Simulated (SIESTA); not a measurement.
## In under changes of volume

One of the cells (26.686 Å³/atom); the others are scaled copies at fixed shape and fractional positions:

```
CELL_PARAMETERS angstrom
-1.88253 1.88253 1.88253
1.88253 -1.88253 1.88253
1.88253 1.88253 -1.88253
ATOMIC_POSITIONS crystal
In 0.00000 0.00000 0.00000
```

This isn't the form of In at room conditions, which is tetragonal.

| Property | Result |
| --- | --- |
| Program | SIESTA 5.4.2 |
| Functional | PBEsol |
| Potentials or basis | PseudoDojo 0.4 standard (PBEsol files) |
| Basis | DZP (energy shift 0.003 Ry; two zetas on semicore shells) |
| Grid cutoff | 500 Ry |
| Energy shift | 0.003 Ry |
| k mesh | 10 × 10 × 10 |
| Occupations | fermi-dirac, width 0.05 eV |
| Spin | no spin polarisation |

| volume (Å³/atom) | energy over the lowest point (meV/atom) | pressure (GPa) |
| --- | --- | --- |
| 25.085 | 1.54 | 1.0 |
| 25.618 | 0.00 | 0.1 |
| 26.152 | 1.16 | -0.6 |
| 26.686 | ? | ? |
| 27.220 | 10.43 | -1.8 |
| 27.753 | 17.18 | -2.3 |
| 28.287 | 25.24 | -2.7 |

Problem. What does the run at 26.686 Å³/atom give?

Solution. Energy over the lowest point 4.45 meV/atom; pressure -1.3 GPa.

Worked out: A Birch-Murnaghan fit of order 3 (a polynomial in V^(-2/3)) to the other rows has its minimum at 25.63 Å³/atom with B0 = V·E''(V) = 42 GPa (rough, since the energies scatter). It gives 4.87 meV/atom at 26.686 Å³/atom, against the run's 4.45, and -dE/dV = -1.4 GPa, against -1.3.

Energies are extrapolated to zero smearing.

Caveats: the basis of atomic orbitals isn't converged, which shifts pressures, moduli and gaps.
